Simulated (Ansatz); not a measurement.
# Al2Cu (Khatyrkite) (I4/mcm) in Ansatz: further runs, part 2 of 2

Ansatz 0.2.0. The steps go on from the part before.

## Step 4: Relaxation of cell and atoms, PBE

Input file input.yaml:

```yaml
crystal:
  lattice:
    - [-3.0335, 3.0335, 2.4385]
    - [3.0335, -3.0335, 2.4385]
    - [3.0335, 3.0335, -2.4385]
  atoms:
    - { symbol: Cu, position: [0.25, 0.25, 0.0] }
    - { symbol: Cu, position: [0.75, 0.75, 0.0] }
    - { symbol: Al, position: [0.3419, 0.1581, 0.5] }
    - { symbol: Al, position: [0.8419, 0.3419, 0.1838] }
    - { symbol: Al, position: [0.6581, 0.8419, 0.5] }
    - { symbol: Al, position: [0.1581, 0.6581, 0.8162] }
hamiltonian:
  xc: pbe
  pseudopotentials: { kind: paw }
kpoints:
  mp_grid: { grid: [7, 7, 7] }
scf:
  occupations: { method: fermi_dirac, width: 0.05 }
output:
  forces: true
  stress: true
  eigenvalues: true
relax:
  f_tol: 0.01
  max_steps: 40
  cell: { stress_tol: 0.05 }
```

Potentials or basis: Ansatz PAW.

Run with:

```console
> ansatz run input.yaml --threads 2 --pin off --max-ram 5632MiB --backend cpu --events-out ev --progress --plain --runs-dir out
```

The log of the run:

```text
Warning: RAYON_NUM_THREADS=2 ignored (pool sized by the plan → 2); use --threads N
Engine: ansatz 0.2.0, aarch64-unknown-linux-gnu
Pseudopotentials: kind: paw
Pseudopotential: Cu, paw, valence charge 19, recommended cutoff 420 eV (normal), Cu.paw.azcp
Pseudopotential: Al, paw, valence charge 3, recommended cutoff 420 eV (normal), Al.paw.azcp
Functional definition: PBE
  parameter kappa = 0.804
  parameter beta = 0.06672455060314922
  exchange = pbe_x(kappa = kappa, mu = beta*pi^2/3)
  correlation = pbe_c(beta = beta)
Crystal: 6 atoms, lattice volume = 89.758 Å³
Basis set: ecut = 420 eV, 1729 PW (Γ), exchange–correlation on 72×72×72 points (8 copies of the dense FFT grid, shifted against one another)
[... 93 lines left out ...]
--- Forces (eV/Å), atoms counted from 1 ---
  atom   1  Cu     0.00000000     0.00000000     0.00000000
  atom   2  Cu     0.00000000     0.00000000     0.00000000
  atom   3  Al     0.00303834    -0.00303834     0.00000000
  atom   4  Al    -0.00303834    -0.00303834     0.00000000
  atom   5  Al    -0.00303834     0.00303834     0.00000000
  atom   6  Al     0.00303834     0.00303834     0.00000000
  max |Σ_I F_I| component: 8.67e-18 eV/Å
--- Stress (GPa, compression-positive) ---
       -0.016131      -0.000000       0.000000
       -0.000000      -0.016131       0.000000
        0.000000       0.000000      -0.036110
  P = ⅓ Tr σ = -0.0228 GPa (-0.228 kbar)
--- Band table (eV; the first three rows and the last of 40) ---
  k-point 0: bands = ["-103.3481", "-103.3395", "-60.7227", "-60.7227", "-60.7142", "-60.7142", "-60.7063", "-60.6124", "-0.4060", "5.0617", "5.2709", "5.2709", "5.2971", "6.1949", "6.3187", "6.6293", "6.9289", "7.1825", "7.1825", "7.4242", "7.4242", "8.3696", "8.9710", "9.1465", "9.1465", "9.5299", "9.9710", "10.3987", "11.7682", "11.7682", "11.9729"]
  k-point 1: bands = ["-103.3481", "-103.3395", "-60.7227", "-60.7227", "-60.7142", "-60.7142", "-60.7063", "-60.6124", "-0.2389", "4.7362", "5.2311", "5.2707", "5.3237", "6.1072", "6.3472", "6.5089", "6.5461", "6.7980", "7.1810", "7.1826", "7.6530", "8.6081", "8.6227", "8.9225", "9.3191", "9.6159", "10.7469", "11.1938", "12.2361", "12.3232", "12.3545"]
  k-point 2: bands = ["-103.3481", "-103.3395", "-60.7228", "-60.7227", "-60.7142", "-60.7142", "-60.7063", "-60.6125", "0.2588", "3.5324", "5.1445", "5.3425", "5.4622", "5.9640", "6.1647", "6.2477", "6.4268", "6.7257", "7.1776", "7.1826", "7.9779", "7.9844", "8.2093", "9.0375", "9.4371", "9.5595", "12.1309", "12.3779", "12.6442", "13.3500", "13.3790"]
  k-point 39: bands = ["-103.3481", "-103.3395", "-60.7228", "-60.7228", "-60.7142", "-60.7142", "-60.7064", "-60.6124", "2.5084", "3.4828", "3.6268", "4.4797", "5.1066", "5.4418", "5.5740", "5.9912", "6.0512", "6.2930", "6.3005", "6.5971", "7.1180", "7.1753", "7.1753", "8.5377", "12.4066", "12.4578", "12.9820", "13.7912", "14.6727", "15.5237", "15.6887"]
--- Relaxed structure (3 steps of the walk, 3 accepted, 1 SCFs on fresh bases) ---
  F+E_penalty+E_count = -15401.34445272 eV   max|allowed force component| = 3.038e-3 eV/Å   (the final SCF, on the basis selected at the relaxed cell)
  cell:  # Å, volume = 89.5235 Å³
    - [-3.027982988076543, 3.027982988076543, 2.441013799714278]
    - [3.027982988076543, -3.027982988076543, 2.441013799714278]
    - [3.027982988076543, 3.027982988076543, -2.441013799714278]
  atoms:
    - { symbol: Cu, position: [0.25, 0.25, -9.679844680451302e-21] }
    - { symbol: Cu, position: [0.75, 0.75, -9.679844680451305e-21] }
    - { symbol: Al, position: [0.34182470479942045, 0.15817529520057952, 0.5] }
    - { symbol: Al, position: [0.8418247047994205, 0.3418247047994205, 0.18364940959884093] }
    - { symbol: Al, position: [0.6581752952005794, 0.8418247047994203, 0.5] }
    - { symbol: Al, position: [0.15817529520057952, 0.6581752952005795, 0.816350590401159] }
```

Run time: 13 s. Hardware: 2 threads of Arm Neoverse V2, shared host; peak memory 0.41 GiB.

What came out:

- Free energy: -15401.3445 eV
- Relaxed volume: 14.92 Å³/atom
- Relaxed cell: a = 4.929 Å, b = 4.929 Å, c = 4.929 Å, α = 104.20°, β = 104.20°, γ = 120.63°
- Space group after relaxing (to 0.05 Å): I4/mcm (No. 140)
- Energy gained by relaxing: 0.1 meV/atom
- Ionic steps: 4
- Pressure after relaxing: 0.0 GPa
- Largest force after relaxing: 0.004 eV/Å
- Band gap on the k mesh: none (metal or under the smearing width)

Forces on the atoms (eV/Å):
```
Cu   0.000  0.000  0.000
Cu   0.000  0.000  0.000
Al   0.003 -0.003  0.000
Al  -0.003 -0.003  0.000
Al  -0.003  0.003  0.000
Al   0.003  0.003  0.000
```

Step by step:
| step | energy change (eV) | largest force (eV/Å) | volume (Å³) |
| --- | --- | --- | --- |
| 1 | 0.0000 | 0.0024 | 89.76 |
| 2 | -0.0006 | 0.0129 | 89.53 |
| 3 | -0.0006 | 0.0043 | 89.52 |
| 4 | -0.0006 | 0.0043 | 89.52 |

Final structure:
```
CELL_PARAMETERS angstrom
-3.02798 3.02798 2.44101
3.02798 -3.02798 2.44101
3.02798 3.02798 -2.44101
ATOMIC_POSITIONS crystal
Cu 0.25000 0.25000 0.00000
Cu 0.75000 0.75000 0.00000
Al 0.34182 0.15818 0.50000
Al 0.84182 0.34182 0.18365
Al 0.65818 0.84182 0.50000
Al 0.15818 0.65818 0.81635
```

Caveat: the plane-wave basis is chosen anew once the cell has moved, so the energies of steps on either side of that aren't comparable.

## Step 5: The runs side by side

| level | cutoff (eV) | gap on the mesh (eV) | pressure (GPa) | relaxed volume (Å³/atom) |
| --- | --- | --- | --- | --- |
| LDA | 420 | none | 0.0 | 14.05 |
| r2SCAN | 500 | none | 0.0 | 14.41 |
| PBE | 420 | none | 0.0 | 14.92 |

Alike in all rows: task relaxation of cell and atoms; potentials or basis Ansatz PAW; no spin polarisation; cell relaxed; k mesh 7 × 7 × 7; smearing fermi-dirac 0.05 eV.

Caveats: the plane-wave basis is chosen anew once the cell has moved, so the energies of steps on either side of that aren't comparable; the PAW data sets come from PBE, with cores solved anew for the run's functional, which leaves a small shift of forces and pressure (some runs).

Absolute energies hang on the potentials; compare differences alone.
